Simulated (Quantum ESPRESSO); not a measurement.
Here is a Quantum ESPRESSO 7.5 calculation.

The input pw.in:

```
&CONTROL
  calculation = 'scf'
  prefix = 'pwscf'
  outdir = './tmp'
  pseudo_dir = './pseudo'
  tprnfor = .true.
  tstress = .true.
  disk_io = 'low'
/
&SYSTEM
  ibrav = 0
  celldm(1) = 8
  nat = 3
  ntyp = 2
  ecutwfc = 45
  ecutrho = 360
  nbnd = 20
  occupations = 'smearing'
  smearing = 'fd'
  degauss = 0.00367493
/
&ELECTRONS
  conv_thr = 6d-10
  electron_maxstep = 120
  mixing_beta = 0.5
/
ATOMIC_SPECIES
Mo    95.9500 mo_pbesol_v1.uspp.F.UPF
S     32.0600 s_pbesol_v1.4.uspp.F.UPF
CELL_PARAMETERS alat
  0.3732209096136   0.2154791926280   1.4527269583061
 -0.3732209096136   0.2154791926280   1.4527269583061
  0.0000000000000  -0.4309583852559   1.4527269583061
ATOMIC_POSITIONS crystal
Mo     0.0000000000    0.0000000000    0.0000000000
S      0.4170000000    0.4170000000    0.4170000000
S      0.2500000000    0.2500000000    0.2500000000
K_POINTS automatic
10 10 10 0 0 0
```

pp_density.in

```
&INPUTPP
  prefix = 'pwscf'
  outdir = './tmp'
  filplot = 'density.dat'
  plot_num = 0
/
&PLOT
  nfile = 1
  filepp(1) = 'density.dat'
  iflag = 3
  output_format = 6
  fileout = 'density.cube'
/
```

Contents of pp_potential.in:

```
&INPUTPP
  prefix = 'pwscf'
  outdir = './tmp'
  filplot = 'potential.dat'
  plot_num = 11
/
&PLOT
  nfile = 1
  filepp(1) = 'potential.dat'
  iflag = 3
  output_format = 6
  fileout = 'potential.cube'
/
```

Potentials or basis: GBRV 1.5 PBEsol.

The run is started by

```console
$ OMP_NUM_THREADS=1 mpirun -n 2 pw.x -nk 2 -in pw.in > pw.out
$ OMP_NUM_THREADS=1 mpirun -n 1 pp.x -in pp_density.in > pp_density.out
$ OMP_NUM_THREADS=1 mpirun -n 1 pp.x -in pp_potential.in > pp_potential.out
```

Question: Estimate the largest force.

Answer: 0.242 eV/Å.

Question: Predict the pressure.

Answer: 0.0 GPa.

Question: Predict the band gap on the k mesh.

Answer: 0.91 eV, indirect (least direct gap 1.96 eV).

Forces in eV/Å, atoms in the order of the input:
```
Mo   0.000  0.000  0.086
S    0.000  0.000  0.156
S    0.000  0.000 -0.242
```

A k mesh can miss the band edges.
